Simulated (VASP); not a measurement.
**Relaxed cell of GaP: a test of cutoff and mesh**

How far does the relaxed cell of GaP depend on cutoff and k mesh? The starting structure is a measured crystal structure from the Crystallography Open Database. The first relaxation on each setting starts from this cell expanded by 3 % in volume.

Program: VASP 6.6.1. Level of theory: Kohn-Sham DFT with plane waves and PAW; PBEsol. Results are calculated unless marked as measured.

**1. Set-up**

It takes space group F-43m (No. 216, cubic). The conventional cell has a = 5.451 Å, b = 5.451 Å, c = 5.451 Å, α = 90.00°, β = 90.00°, γ = 90.00°. Ga has 4 P at 2.36 Å nearest. Nearest to P lie 4 Ga at 2.36 Å. Farther neighbours are not listed.

As a file:

```xyz
2
Lattice="0.0000 2.7252 2.7252 2.7252 0.0000 2.7252 2.7252 2.7252 0.0000" Properties=species:S:1:pos:R:3 pbc="T T T"
Ga    0.0000    0.0000    0.0000
P     4.0879    4.0879    4.0879
```

**2. Reference relaxation**

This run starts from the cell of an earlier relaxation, which isn't shown; the restart sets up the plane waves anew.

Contents of INCAR:

```
SYSTEM = GaP
PREC = Accurate
ENCUT = 450
EDIFF = 1E-06
NELM = 100
ISMEAR = 0
SIGMA = 0.03
LREAL = .FALSE.
ALGO = Normal
GGA = PS
NBANDS = 15
LORBIT = 11
LWAVE = .FALSE.
LCHARG = .FALSE.
KPAR = 4
IBRION = 2
NSW = 50
ISIF = 3
EDIFFG = -0.004
```

Contents of POSCAR:

```
GaP
1.0
    0.0000000000      2.7177015378      2.7177015378
    2.7177015378      0.0000000000      2.7177015378
    2.7177015378      2.7177015378      0.0000000000
Ga P
1 1
Direct
    0.0000000000      0.0000000000      0.0000000000
    0.7500000000      0.7500000000      0.7500000000
```

Contents of KPOINTS:

```
Automatic mesh
0
Gamma
8 8 8
0 0 0
```

The projector-augmented-wave data sets are Ga_d and P (PBE family, release 64).

The run is started by

```console
mpirun -np 4 vasp_std
```

What it wrote:

```text
[banner, memory and clock lines left out]
running    4 mpi-ranks, on    1 nodes
 distrk:  each k-point on    1 cores,    4 groups
 distr:  one band on    1 cores,    1 groups

 POSCAR found type information on POSCAR GaP
 POSCAR found :  2 types and       2 ions
|                                                                             |
|               ----> ADVICE to this user running VASP <----                  |
|                                                                             |
|     You enforced a specific xc type in the INCAR file but a different       |
|     [... a line on the potential file left out ...]
|     I HOPE YOU KNOW WHAT YOU ARE DOING!                                     |
|                                                                             |

 LDA part: xc-table for (Slater+PW92), standard interpolation
 POSCAR, INCAR and KPOINTS ok, starting setup
 FFT: planning ... GRIDC
 FFT: planning ... GRID_SOFT
 FFT: planning ... GRID
 WAVECAR not read
 entering main loop
       N       E                     dE             d eps       ncg     rms          rms(c)
DAV:   1     0.736661914603E+02    0.73666E+02   -0.84043E+03   893   0.153E+03
DAV:   2    -0.465847951713E+01   -0.78325E+02   -0.74704E+02   982   0.287E+02
DAV:   3    -0.101225101950E+02   -0.54640E+01   -0.54455E+01  1059   0.642E+01
DAV:   4    -0.102069485823E+02   -0.84438E-01   -0.84409E-01  1106   0.868E+00
DAV:   5    -0.102086741410E+02   -0.17256E-02   -0.17254E-02  1117   0.105E+00    0.416E+00
DAV:   6    -0.996284354305E+01    0.24583E+00   -0.37239E-01  1361   0.121E+01    0.264E+00
DAV:   7    -0.992384018453E+01    0.39003E-01   -0.84997E-02  1200   0.237E+00    0.993E-01
DAV:   8    -0.992099554843E+01    0.28446E-02   -0.12568E-02  1066   0.137E+00    0.174E-01
DAV:   9    -0.992114855318E+01   -0.15300E-03   -0.10455E-03  1291   0.452E-01    0.627E-02
DAV:  10    -0.992117017220E+01   -0.21619E-04   -0.57971E-05  1314   0.826E-02    0.256E-02
DAV:  11    -0.992119606091E+01   -0.25889E-04   -0.26941E-05  1010   0.548E-02    0.556E-03
DAV:  12    -0.992119601556E+01    0.45347E-07   -0.96903E-07   828   0.130E-02
   1 F= -.99211960E+01 E0= -.99211960E+01  d E =-.992120E+01
[...]
2 F= -.99211937E+01 E0= -.99211937E+01  d E =0.232335E-05
[...]
3 F= -.99211970E+01 E0= -.99211970E+01  d E =-.102941E-05
[...]
4 F= -.99211960E+01 E0= -.99211960E+01  d E =0.476571E-07
 curvature:  -0.09 expect dE=-0.152E-05 dE for cont linesearch -0.152E-05
 ZBRENT: interpolating
 opt :   0.5235  next Energy=    -9.921197 (dE=-0.777E-06)
 bond charge predicted
       N       E                     dE             d eps       ncg     rms          rms(c)
DAV:   1    -0.992119844792E+01   -0.23920E-05   -0.22195E-05  1101   0.923E-02    0.798E-03
DAV:   2    -0.992119700553E+01    0.14424E-05   -0.24256E-06   716   0.368E-02    0.358E-03
DAV:   3    -0.992119661394E+01    0.39159E-06   -0.34865E-07   435   0.123E-02
   5 F= -.99211966E+01 E0= -.99211966E+01  d E =-.598377E-06
 curvature:  -0.05 expect dE=-0.222E-06 dE for cont linesearch -0.222E-06
 trial: gam=-0.20323 g(F)=  0.290E-46 g(S)=  0.438E-05 ort = 0.611E-05 (trialstep = 0.905E+00)
 search vector abs. value=  0.225E-05
 reached required accuracy - stopping structural energy minimisation
```

Run time: 13 s. Hardware: 4 MPI ranks of AMD EPYC 7R43, shared host; peak memory 0.53 GiB.

The logs omit lines about the potential files and the build; timing stands in the text.

OUTCAR, selected parts (step 2):

```text
ion  position               nearest neighbor table
   1  0.000  0.000  0.000-   2 2.35   2 2.35   2 2.35   2 2.35
   2  0.750  0.750  0.750-   1 2.35   1 2.35   1 2.35   1 2.35

  LATTYP: Found a face centered cubic cell.
 ALAT       =     5.4354030756

 Subroutine GETGRP returns: Found 24 space group operations
 (whereof 24 operations were pure point group operations)

The static configuration has the point symmetry T_d .

 Found     29 irreducible k-points:

   k-points           NKPTS =     29   k-points in BZ     NKDIM =     29   number of bands    NBANDS=     15

   dimension x,y,z NGX =    28 NGY =   28 NGZ =   28
   dimension x,y,z NGXF=    56 NGYF=   56 NGZF=   56

   ENCUT  =  450.0 eV  33.07 Ry    5.75 a.u.   6.65  6.65  6.65*2*pi/ulx,y,z

   NELECT =      18.0000    total number of electrons

 k-points in reciprocal lattice and weights: Automatic mesh
   0.00000000  0.00000000  0.00000000       0.002
   0.12500000  0.00000000  0.00000000       0.016
   0.25000000  0.00000000  0.00000000       0.016
   0.37500000  0.00000000  0.00000000       0.016
   0.50000000  0.00000000  0.00000000       0.008
   0.12500000  0.12500000  0.00000000       0.012
   0.25000000  0.12500000  0.00000000       0.047
   0.37500000  0.12500000  0.00000000       0.047
   0.50000000  0.12500000  0.00000000       0.047
[...]
-0.37500000  0.50000000  0.12500000       0.023
  -0.25000000  0.50000000  0.25000000       0.012

 average (electrostatic) potential at core
       1 -65.1168       2 -83.3141

 E-fermi :   4.8418

 k-point     1 :       0.0000    0.0000    0.0000
  band No.  band energies     occupation
    ...
      5      -9.7945      2.00000
      6      -7.9326      2.00000
      7       4.6576      2.00000
      8       4.6576      2.00000
      9       4.6576      2.00000
     10       6.4800      0.00000
     11       8.4823      0.00000
     12       8.4823      0.00000
     13       8.4823      0.00000
     14      13.2620      0.00000
    ...

 k-point     2 :       0.1250    0.0000    0.0000
  band No.  band energies     occupation
    ...
      5      -9.7946      2.00000
      6      -7.7264      2.00000
      7       3.0034      2.00000
      8       4.4208      2.00000
      9       4.4208      2.00000
     10       7.0888      0.00000
     11       8.8401      0.00000
     12       8.8401      0.00000
     13       9.0742      0.00000
     14      13.7796      0.00000
    ...

 k-point     3 :       0.2500    0.0000    0.0000
  band No.  band energies     occupation
    ...
      5      -9.7933      2.00000
      6      -7.1415      2.00000
      7       0.7242      2.00000
      8       3.9782      2.00000
      9       3.9782      2.00000
     10       6.7635      0.00000
     11       9.3497      0.00000
     12       9.3497      0.00000
     13      10.9636      0.00000
     14      13.5859      0.00000
    ...

  Total       -0.0077785     -0.0077785     -0.0077785      0.0000000      0.0000000      0.0000000
  in kB       -0.3105635     -0.3105635     -0.3105635      0.0000000      0.0000000      0.0000000
  external PRESSURE =      -0.3105635 kB  Pullay stress =       0.0000000 kB

  energy-cutoff  :      450.00
  volume of cell :       40.13
      direct lattice vectors                 reciprocal lattice vectors
    -0.000000000  2.717328828  2.717328828    -0.184004231  0.184004231  0.184004231
     2.717328828  0.000000000  2.717328828     0.184004231 -0.184004231  0.184004231
     2.717328828  2.717328828  0.000000000     0.184004231  0.184004231 -0.184004231

 POSITION                                       TOTAL-FORCE (eV/Angst)
 -----------------------------------------------------------------------------------
      0.00000      0.00000      0.00000        -0.000000     -0.000000     -0.000000
      4.07599      4.07599      4.07599         0.000000      0.000000      0.000000
 -----------------------------------------------------------------------------------
    total drift:                               -0.000000     -0.000000     -0.000000

  FREE ENERGIE OF THE ION-ELECTRON SYSTEM (eV)
  ---------------------------------------------------
  free  energy   TOTEN  =        -9.9211966139 eV

  energy  without entropy=       -9.9211966139  energy(sigma->0) =       -9.92119661

 reached required accuracy - stopping structural energy minimisation

 total charge
# of ion       s       p       d       tot
------------------------------------------
    1        0.865   0.863  10.014  11.743
    2        1.017   1.513   0.000   2.530
--------------------------------------------------
tot          1.882   2.377  10.014  14.273

[... 3 further parts left out ...]
```

The PAW data sets were made with PBE, which is usual practice but a small mismatch for other functionals. The run keeps the 24 symmetry operations of its start, so it cannot find a distortion of lower symmetry.

The reference relaxation ends at 20.064 Å³ an atom. Pressures at 0.985 and 1.015 times this volume, from two more relaxations that aren't shown, give a bulk modulus of 85.4 GPa.

**3. Relaxation with a cutoff of 280 eV**

Against step 2 the input has ENCUT = 280. This run starts from the cell of an earlier relaxation, which isn't shown; the restart sets up the plane waves anew.

INCAR: that of step 2 with these lines changed.

```diff
@@ -2,3 +2,3 @@
 PREC = Accurate
-ENCUT = 450
+ENCUT = 280
 EDIFF = 1E-06
```

Contents of POSCAR:

```
GaP
1.0
    0.0000000000      2.7140778246      2.7140778246
    2.7140778246      0.0000000000      2.7140778246
    2.7140778246      2.7140778246      0.0000000000
Ga P
1 1
Direct
    0.0000000000      0.0000000000      0.0000000000
    0.7500000000      0.7500000000      0.7500000000
```

KPOINTS is that of step 2.

The run is started by

```console
mpirun -np 4 vasp_std
```

What it wrote:

```text
[banner, memory and clock lines left out]
running    4 mpi-ranks, on    1 nodes
[...]
[... a notice as in an earlier step ...]

 LDA part: xc-table for (Slater+PW92), standard interpolation
 POSCAR, INCAR and KPOINTS ok, starting setup
[...]
entering main loop
       N       E                     dE             d eps       ncg     rms          rms(c)
DAV:   1     0.605121700035E+02    0.60512E+02   -0.68119E+03   902   0.127E+03
DAV:   2    -0.602430804958E+01   -0.66536E+02   -0.63833E+02   975   0.234E+02
DAV:   3    -0.101451692846E+02   -0.41209E+01   -0.41098E+01  1087   0.539E+01
DAV:   4    -0.102021178282E+02   -0.56949E-01   -0.56940E-01  1113   0.679E+00
[...]
DAV:  10    -0.991514754331E+01   -0.21578E-04   -0.55343E-05  1246   0.748E-02    0.270E-02
DAV:  11    -0.991517310227E+01   -0.25559E-04   -0.26022E-05  1003   0.542E-02    0.489E-03
DAV:  12    -0.991517302681E+01    0.75456E-07   -0.10339E-06   820   0.135E-02
   1 F= -.99151730E+01 E0= -.99151730E+01  d E =-.991517E+01
[...]
DAV:   4    -0.991523747154E+01    0.91403E-04   -0.10319E-04   997   0.127E-01    0.196E-02
DAV:   5    -0.991522039374E+01    0.17078E-04   -0.10113E-05  1111   0.423E-02    0.444E-03
DAV:   6    -0.991522041473E+01   -0.20989E-07   -0.33473E-07   582   0.584E-03
   2 F= -.99152204E+01 E0= -.99152204E+01  d E =-.473879E-04
 trial-energy change:   -0.000047  1 .order   -0.000041   -0.000477    0.000394
 step:   0.5577(harm=  0.5475)  dis= 0.00000  next Energy=    -9.915307 (dE=-0.134E-03)
[...]
N       E                     dE             d eps       ncg     rms          rms(c)
DAV:   1    -0.991633732562E+01   -0.11169E-02   -0.12304E-02  1108   0.212E+00    0.189E-01
DAV:   2    -0.991552896248E+01    0.80836E-03   -0.12801E-03  1087   0.805E-01    0.858E-02
DAV:   3    -0.991532394825E+01    0.20501E-03   -0.21003E-04  1136   0.286E-01    0.195E-02
DAV:   4    -0.991530514679E+01    0.18801E-04   -0.20203E-05  1018   0.580E-02    0.865E-03
DAV:   5    -0.991530087793E+01    0.42689E-05   -0.18616E-06   751   0.186E-02    0.192E-03
DAV:   6    -0.991530084116E+01    0.36766E-07   -0.16573E-07   526   0.418E-03
   3 F= -.99153008E+01 E0= -.99153008E+01  d E =-.127814E-03
[...]
reached required accuracy - stopping structural energy minimisation
```

The job ended after 9.4 s (4 MPI ranks; peak memory 0.38 GiB; 34 s of CPU time).

Parts of OUTCAR (step 3):

```text
  Total       -0.0017017     -0.0017017     -0.0017017      0.0000000      0.0000000      0.0000000
  in kB       -0.0684114     -0.0684114     -0.0684114      0.0000000      0.0000000      0.0000000
  external PRESSURE =      -0.0684114 kB  Pullay stress =       0.0000000 kB

 POSITION                                       TOTAL-FORCE (eV/Angst)
 -----------------------------------------------------------------------------------
      0.00000      0.00000      0.00000        -0.000000     -0.000000     -0.000000
      4.06667      4.06667      4.06667         0.000000      0.000000      0.000000
 -----------------------------------------------------------------------------------
    total drift:                               -0.000000     -0.000000     -0.000001

  FREE ENERGIE OF THE ION-ELECTRON SYSTEM (eV)
  ---------------------------------------------------
  free  energy   TOTEN  =        -9.9153008412 eV

  energy  without entropy=       -9.9153008412  energy(sigma->0) =       -9.91530084

[... 2 parts as in an earlier step ...]

[... 2 further parts left out ...]
[key lines of the parts left out:]
E-fermi :   4.9241
```

With a cutoff of 280 eV the cell ends at 19.927 Å³ an atom, -0.68 % from the reference; the bulk modulus is 87.5 GPa against 85.4 GPa.

**4. Relaxation with a 4×4×4 mesh**

Against step 2 the input has a 4×4×4 mesh. This run starts from the cell of an earlier relaxation, which isn't shown; the restart sets up the plane waves anew.

INCAR: that of step 3 with these lines changed.

```diff
@@ -2,3 +2,3 @@
 PREC = Accurate
-ENCUT = 280
+ENCUT = 450
 EDIFF = 1E-06
```

Contents of POSCAR:

```
GaP
1.0
    0.0000000000      2.7223197060      2.7223197060
    2.7223197060      0.0000000000      2.7223197060
    2.7223197060      2.7223197060      0.0000000000
Ga P
1 1
Direct
    0.0000000000      0.0000000000      0.0000000000
    0.7500000000      0.7500000000      0.7500000000
```

Contents of KPOINTS:

```
Automatic mesh
0
Gamma
4 4 4
0 0 0
```

The run is started by

```console
mpirun -np 4 vasp_std
```

What it wrote:

```text
[... set-up lines as in an earlier step ...]
 entering main loop
       N       E                     dE             d eps       ncg     rms          rms(c)
DAV:   1     0.732661729752E+02    0.73266E+02   -0.83204E+03   240   0.161E+03
DAV:   2    -0.425665254479E+01   -0.77523E+02   -0.73568E+02   254   0.287E+02
DAV:   3    -0.999789933425E+01   -0.57412E+01   -0.57233E+01   317   0.637E+01
DAV:   4    -0.100872530809E+02   -0.89354E-01   -0.89333E-01   283   0.904E+00
[...]
DAV:  10    -0.977271559468E+01   -0.31837E-04   -0.66877E-05   378   0.840E-02    0.271E-02
DAV:  11    -0.977275132426E+01   -0.35730E-04   -0.36307E-05   254   0.641E-02    0.568E-03
DAV:  12    -0.977275128795E+01    0.36312E-07   -0.14717E-06   234   0.168E-02
   1 F= -.97727513E+01 E0= -.97727513E+01  d E =-.977275E+01
[... from here on, the cycles between the ionic steps are left out ...]
   2 F= -.97727499E+01 E0= -.97727499E+01  d E =0.143036E-05
   3 F= -.97727519E+01 E0= -.97727519E+01  d E =-.654841E-06
   4 F= -.97727516E+01 E0= -.97727516E+01  d E =-.271946E-06
   5 F= -.97727520E+01 E0= -.97727520E+01  d E =-.732988E-06
   6 F= -.97727518E+01 E0= -.97727518E+01  d E =-.560438E-06
[...]
reached required accuracy - stopping structural energy minimisation
```

Run time: 9.6 s. Hardware: 4 MPI ranks; peak memory 0.47 GiB.

OUTCAR, selected parts (step 4):

```text
  Total       -0.0013124     -0.0013124     -0.0013124     -0.0000000     -0.0000000     -0.0000000
  in kB       -0.0521204     -0.0521204     -0.0521204     -0.0000000     -0.0000000     -0.0000000
  external PRESSURE =      -0.0521204 kB  Pullay stress =       0.0000000 kB

 POSITION                                       TOTAL-FORCE (eV/Angst)
 -----------------------------------------------------------------------------------
      0.00000      0.00000      0.00000        -0.000000     -0.000000     -0.000000
      4.08325      4.08325      4.08325         0.000000      0.000000      0.000000
 -----------------------------------------------------------------------------------
    total drift:                               -0.000001     -0.000001     -0.000000

  FREE ENERGIE OF THE ION-ELECTRON SYSTEM (eV)
  ---------------------------------------------------
  free  energy   TOTEN  =        -9.7727518484 eV

  energy  without entropy=       -9.7727518484  energy(sigma->0) =       -9.77275185

[... 1 part as in an earlier step ...]

[... 3 further parts left out ...]
[key lines of the parts left out:]
E-fermi :   4.8038
```

With a 4×4×4 mesh the cell ends at 20.172 Å³ an atom, +0.54 % from the reference; the bulk modulus is 85.7 GPa against 85.4 GPa.

(Continued in part 2 of 2.)

[Lines on the potential files, build, host, timing and source positions are cut from VASP's logs without a mark.]

[Logs are printed without paths, hosts, clocks, repeated set-up lines and the standing remarks that a program may print on its own settings, such as how far it seeks lower states.]

[Hosts, paths, dates, database ids (printed as entryN), source tags and the programs' standing remarks are cut or masked in the printed files.]
